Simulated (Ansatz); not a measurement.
Relaxed (111) slab cut from GaP (space group F-43m (No. 216)); the slab's formula is GaP, its outer planes Ga (top) and P (bottom):

```
CELL_PARAMETERS angstrom
3.89267 0.00000 0.00000
-1.94634 3.37116 0.00000
0.00000 0.00000 25.32966
ATOMIC_POSITIONS crystal
P 0.00000 0.00000 0.29587
Ga 0.33333 0.66667 0.32351
P 0.33333 0.66667 0.42237
Ga 0.66667 0.33333 0.45136
P 0.66667 0.33333 0.54863
Ga 0.00000 0.00000 0.57802
P 0.00000 0.00000 0.67631
Ga 0.33333 0.66667 0.70394
```

Level of theory: Ansatz 0.2.0, DFT PBE, scalar-relativistic, plane waves, PAW. Plane waves to 420 eV, a k mesh through Γ of 9×9×1 on the computed 8-atom cell and Gaussian smearing (0.05 eV); no spin polarisation. A dipole correction removes the field between periodic images along c.

The potential is the smooth part; its values at the atoms depend on the PAW datasets.

(1) How does the plane-averaged electrostatic potential energy of an electron run along c, counted from the Fermi level?

Results:

(1) (z (Å), V (eV)): (2.53, 6.05), (2.81, 6.05), (3.10, 6.05), (3.38, 6.05), (3.66, 6.05), (3.94, 6.05), (4.22, 6.05), (4.50, 6.04), (4.78, 6.03), (5.07, 6.01), (5.35, 5.96), (5.63, 5.86), (5.91, 5.62), (6.19, 5.11), (6.47, 3.99), (6.75, 1.55), (7.04, -2.97), (7.32, -7.50), (7.60, -10.14), (7.88, -9.31), (8.16, -6.14), (8.44, -3.45), (8.72, -1.21), (9.01, 1.33), (9.29, 2.98), (9.57, 3.11), (9.85, 1.76), (10.13, -1.88), (10.41, -6.52), (10.69, -9.94), (10.98, -10.52), (11.26, -8.04), (11.54, -5.12), (11.82, -3.05), (12.10, -0.73), (12.38, 1.57), (12.66, 2.38), (12.95, 1.72), (13.23, -0.96), (13.51, -5.53), (13.79, -9.47), (14.07, -11.26), (14.35, -9.72), (14.63, -6.63), (14.92, -4.39), (15.20, -2.26), (15.48, 0.23), (15.76, 1.72), (16.04, 1.72), (16.32, 0.13), (16.60, -3.84), (16.89, -8.47), (17.17, -11.64), (17.45, -11.57), (17.73, -8.64), (18.01, -5.64), (18.29, -3.36), (18.58, -0.81), (18.86, 1.38), (19.14, 2.43), (19.42, 2.96), (19.70, 3.24), (19.98, 3.38), (20.26, 3.45), (20.55, 3.49), (20.83, 3.51), (21.11, 3.52), (21.39, 3.53), (21.67, 3.53), (21.95, 3.53), (22.23, 3.53), (22.52, 3.54), (22.80, 3.54)

The vacuum level lies 3.54 eV (top face) and 6.05 eV (bottom face) above the Fermi level.

Cost: 1 run of about 2.7 core-minutes, on Arm Neoverse V1 (shared hosts).